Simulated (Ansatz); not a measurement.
A plane-wave DFT run in Ansatz 0.2.0 (scalar-relativistic PAW potentials unless the input names others): input and command.

```yaml
crystal:
  lattice:
    - [-0.8493905, 0.8493905, -0.8493905]
    - [-0.8493905, -0.8493905, 0.8493905]
    - [0.0, 3.77174666, 3.77174666]
  atoms:
    - { symbol: Ti, position: [0.0, 0.0, 0.7881936489] }
    - { symbol: Ti, position: [0.5, 0.5, 0.1125990927] }
    - { symbol: Ti, position: [0.0, 0.0, 0.3377972781] }
    - { symbol: Ti, position: [0.5, 0.5, 0.5629954635] }
basis:
  ecutwfc: 420
kpoints:
  mp_grid: { grid: [22, 22, 7] }
hamiltonian:
  xc: pbesol
scf:
  occupations: { method: gaussian, width: 0.15 }
  max_iter: 50
output:
  forces: true
  eigenvalues: true
  stress: true
```

```bash
ansatz run input.yaml --threads 2 --pin off --max-ram 5120MiB --backend cpu --events-out ev --progress --plain --runs-dir out
```

Abridged log:
```
Basis set: ecut = 420 eV, 223 PW (Γ), exchange–correlation on 20×20×72 points (8 copies of the dense FFT grid, shifted against one another)
Bands: 29, of which v1, the nominal top of the filled ones, is band 24 counted from 1 (23 counted from 0)
Symmetry: 8 space group operations
k-points: 532 of 3388
SCF iter   1: F=—  HF=-11689.275367 eV  |F-HF|=—  |Δ(HF+E_count)|=         —  Δρ=5.22e0  dr2=1.53e4  ethr=1.77e-3  ⟨swp⟩=79.9  Hψ=541345  notcnv=7  defer=450
SCF iter   2: F=—  HF=-16424.197395 eV  |F-HF|=—  |Δ(HF+E_count)|=    4.73e3  Δρ=1.03e1  dr2=3.04e4  ethr=1.77e-3  ⟨swp⟩=37.7  Hψ=596127  notcnv=19  defer=1841
SCF iter   3: F=—  HF=-13523.199853 eV  |F-HF|=—  |Δ(HF+E_count)|=    2.90e3  Δρ=7.65e0  dr2=2.13e4  ethr=1.77e-3  ⟨swp⟩=38.6  Hψ=291483  notcnv=83  defer=2569
SCF iter   4: F=—  HF=-9807.254101 eV  |F-HF|=—  |Δ(HF+E_count)|=    3.72e3  Δρ=2.02e0  dr2=5.07e2  ethr=1.77e-3  ⟨swp⟩=22.2  Hψ=298188  notcnv=0  defer=1060
SCF iter   5: F=—  HF=-9706.229397 eV  |F-HF|=—  |Δ(HF+E_count)|=    1.01e2  Δρ=9.43e-1  dr2=2.01e2  ethr=1.77e-3  ⟨swp⟩=15.6  Hψ=141619  notcnv=0  defer=713
SCF iter   6: F=—  HF=-9706.002446 eV  |F-HF|=—  |Δ(HF+E_count)|=   2.27e-1  Δρ=9.16e-1  dr2=2.67e2  ethr=1.77e-3  ⟨swp⟩=15.4  Hψ=119785  notcnv=0  defer=1072
SCF iter   7: F=—  HF=-9693.635001 eV  |F-HF|=—  |Δ(HF+E_count)|=    1.24e1  Δρ=7.05e-1  dr2=1.58e2  ethr=1.77e-3  ⟨swp⟩=10.0  Hψ=63025  notcnv=0  defer=572
SCF iter   8: F=—  HF=-9683.308878 eV  |F-HF|=—  |Δ(HF+E_count)|=    1.03e1  Δρ=5.11e-1  dr2=7.88e1  ethr=1.77e-3  ⟨swp⟩=9.4  Hψ=57830  notcnv=0  defer=529
SCF iter   9: F=—  HF=-9675.377039 eV  |F-HF|=—  |Δ(HF+E_count)|=    7.93e0  Δρ=2.01e-1  dr2=1.24e1  ethr=1.77e-3  ⟨swp⟩=9.5  Hψ=65922  notcnv=0  defer=606
SCF iter  10: F=—  HF=-9674.489432 eV  |F-HF|=—  |Δ(HF+E_count)|=   8.88e-1  Δρ=9.76e-2  dr2=3.24e0  ethr=1.77e-3  ⟨swp⟩=7.9  Hψ=38931  notcnv=0  defer=517
SCF iter  11: F=—  HF=-9674.216219 eV  |F-HF|=—  |Δ(HF+E_count)|=   2.73e-1  Δρ=1.99e-2  dr2=1.43e-1  ethr=1.77e-3  ⟨swp⟩=7.1  Hψ=32029  notcnv=0  defer=473
SCF iter  12: F=—  HF=-9674.210129 eV  |F-HF|=—  |Δ(HF+E_count)|=   6.09e-3  Δρ=1.38e-3  dr2=2.56e-4  ethr=2.99e-4  ⟨swp⟩=4.2  Hψ=32428  notcnv=0  defer=400
SCF iter  13: F=—  HF=-9674.214437 eV  |F-HF|=—  |Δ(HF+E_count)|=   4.31e-3  Δρ=7.93e-4  dr2=3.03e-4  ethr=5.34e-7  ⟨swp⟩=10.7  Hψ=80251  notcnv=16  defer=316
SCF iter  14: F=—  HF=-9674.214453 eV  |F-HF|=—  |Δ(HF+E_count)|=   1.52e-5  Δρ=7.34e-4  dr2=7.74e-5  ethr=5.34e-7  ⟨swp⟩=3.5  Hψ=32519  notcnv=1  defer=304
SCF iter  15: F=—  HF=-9674.214407 eV  |F-HF|=—  |Δ(HF+E_count)|=   4.56e-5  Δρ=7.87e-5  dr2=2.28e-6  ethr=1.61e-7  ⟨swp⟩=4.3  Hψ=33760  notcnv=4  defer=301
SCF iter  16: F=-9674.214434 eV  HF=-9674.214434 eV  |F-HF|=2.76e-8  |Δ(HF+E_count)|=   2.67e-5  Δρ=1.61e-5  dr2=8.94e-9  ethr=1.00e-12  ⟨swp⟩=9.3  Hψ=390565  notcnv=2
SCF 1 converged in 16 iterations: F = -9674.214434 eV  dr2 = 8.94e-9
  Residual-converged pass: ⟨swp⟩=1.5  Hψ=18643  notcnv=1  max |occ|·‖R‖ = 1.3e-5 eV (tolerance 6.7e-6 eV) dr2=8.94e-9  dr2_onsite=6.56e-8  max |Δocc| = 9.7e-13
SCF converged after 16 iterations
Free energy (F): -9674.214434 eV
Harris-Foulkes:  -9674.214434 eV  (|F-HF|=2.76e-8)
Internal energy: -9674.203381 eV  (E = F + TS)
E sigma→0 (E₀):  -9674.208908 eV
Entropy (-TS):   -0.011052 eV (-2.763 meV/atom)
Fermi energy:    81.127301 eV
--- Forces (eV/Å), atoms counted from 1 ---
  atom   1  Ti     0.00000000    58.36939438    58.36939438
  atom   2  Ti     0.00000000   -58.36939438   -58.36939438
  atom   3  Ti     0.00000000    -0.79456990    -0.79456990
  atom   4  Ti     0.00000000     0.79456990     0.79456990
--- Stress (GPa, compression-positive) ---
     6939.789194       0.000000       0.000000
        0.000000    6642.013664    -518.011700
        0.000000    -518.011700    6642.013664
  P = ⅓ Tr σ = 6741.2722 GPa (67412.722 kbar)
```

The run was meant for a cell not far from equilibrium. What should be changed?

The fault is a lattice far too small (lattice vectors times 0.529). Setting it back cures it. The run converged all the same, with an energy at zero smearing 55.1 eV/atom above the reference's, pressure 6741.27 GPa, largest force 82.547 eV/Å, no gap on the mesh, so convergence alone doesn't show that an input is right. A reference run of the cell with lattice vectors -1.6051 1.6051 -1.6051; -1.6051 -1.6051 1.6051; 0.0000 7.1276 7.1276 Å and the atoms in their places converged with pressure -5.72 GPa, largest force 0.502 eV/Å, no gap on the mesh.

It took 63 s on 2 threads of Arm Neoverse V1 (shared host), peak memory 0.48 GiB.